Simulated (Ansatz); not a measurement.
Input and command of a calculation in Ansatz (plane waves; scalar-relativistic PAW potentials unless the input names others):

```yaml
crystal:
  lattice:
    - [0.0, 2.1839935596, 2.1839935596]
    - [2.1839935596, 0.0, 2.1839935596]
    - [2.1839935596, 2.1839935596, 0.0]
  atoms:
    - { symbol: Al, position: [0.0178274132, 0.0178274132, -0.0178274132] }
    - { symbol: "N", position: [0.7156592394, 0.7156592394, 0.7843407606] }
basis:
  ecutwfc: 420
  ecutrho_ratio: 6
kpoints:
  mp_grid: { grid: [10, 10, 10] }
hamiltonian:
  xc: lda
scf:
  occupations: { method: tetrahedron_uncorrected }
output:
  forces: true
  eigenvalues: true
  stress: true
```

```bash
ansatz run input.yaml --threads 2 --pin off --max-ram 5120MiB --backend cpu --events-out ev --progress --plain --runs-dir out
```

Abridged log:
```
Pseudopotentials: kind: paw
Pseudopotential: Al, paw, valence charge 3, recommended cutoff 420 eV (normal)
Pseudopotential: N, paw, valence charge 5, recommended cutoff 420 eV (normal)
Functional definition: SPW92
Crystal: 2 atoms, lattice volume = 20.835 Å³
Basis set: ecut = 420 eV, 411 PW (Γ)
Bands: 8, of which v1, the nominal top of the filled ones, is band 4 counted from 1 (3 counted from 0)
Symmetry: 4 space group operations
Space group: Imm2 (ITA 44), of the structure as read, at distance tolerance 2.8e-5 Å
k-points: 171 of 1000 (time reversal used)
Initial density: superposition of atomic densities (neutral atoms: chi_scale 0, normalization atom), corrected by the library's trained network
Initial wavefunctions: pseudopotential atomic-orbital guess
Functional: x = slater, c = lda
SCF iter   1: F=—  HF=-889.453990 eV  |F-HF|=—  |Δ(HF+E_count)|=         —  Δρ=8.73e-3  dr2=1.81e-2  ethr=1.77e-3  ⟨swp⟩=5.4  Hψ=10542  notcnv=0
SCF iter   2: F=—  HF=-889.449319 eV  |F-HF|=—  |Δ(HF+E_count)|=   4.67e-3  Δρ=4.83e-3  dr2=2.76e-3  ethr=2.26e-4  ⟨swp⟩=2.4  Hψ=3603  notcnv=0
SCF iter   3: F=—  HF=-889.448435 eV  |F-HF|=—  |Δ(HF+E_count)|=   8.84e-4  Δρ=1.48e-3  dr2=1.88e-4  ethr=3.45e-5  ⟨swp⟩=2.6  Hψ=2598  notcnv=0
SCF iter   4: F=—  HF=-889.448348 eV  |F-HF|=—  |Δ(HF+E_count)|=   8.67e-5  Δρ=1.22e-4  dr2=1.17e-6  ethr=2.35e-6  ⟨swp⟩=3.0  Hψ=2603  notcnv=0
SCF iter   5: F=—  HF=-889.448348 eV  |F-HF|=—  |Δ(HF+E_count)|=   6.01e-8  Δρ=6.78e-6  dr2=4.17e-9  ethr=1.46e-8  ⟨swp⟩=2.6  Hψ=2684  notcnv=0
SCF iter   6: F=-889.448348 eV  HF=-889.448348 eV  |F-HF|=2.18e-11  |Δ(HF+E_count)|=   2.38e-9  Δρ=1.07e-6  dr2=8.82e-11  ethr=5.21e-11  ⟨swp⟩=1.8  Hψ=4715  notcnv=0
SCF 1 converged in 6 iterations: F = -889.448348 eV  dr2 = 8.82e-11
SCF converged after 6 iterations
Free energy (F): -889.448348 eV
Harris-Foulkes:  -889.448348 eV  (|F-HF|=2.18e-11)
Internal energy: -889.448348 eV  (E = F + TS)
E sigma→0 (E₀):  -889.448348 eV
Fermi energy:    7.194396 eV
--- Forces (eV/Å), atoms counted from 1 ---
  atom   1  Al     0.00000000     0.00000000    -3.06976298
  atom   2  N      0.00000000     0.00000000     3.06976620
--- Stress (GPa, compression-positive) ---
        5.819387     -15.755821       0.000000
      -15.755821       5.819387       0.000000
        0.000000       0.000000      -3.846803
  P = ⅓ Tr σ = 2.5973 GPa (25.973 kbar)
```

Apart from outputs and empty bands, the input differs from a reference run on usual settings in basis.ecutrho_ratio: not typed → 6; scf.occupations.width: 0.05 → not typed; scf.occupations.method: "gaussian" → "tetrahedron_uncorrected". The reference, at the same geometry (not necessarily relaxed), gave pressure 2.60 GPa, largest force 3.070 eV/Å, gap on the mesh 2.68 eV. This run converged in 6 SCF iterations (reference: 6) with an energy at zero smearing within 0.01 meV/atom of the reference's, pressure 2.60 GPa, largest force 3.070 eV/Å, gap on the mesh 2.68 eV.

It took 2.8 s on 2 threads of Arm Neoverse N1, on a shared host, peak memory 0.3 GiB.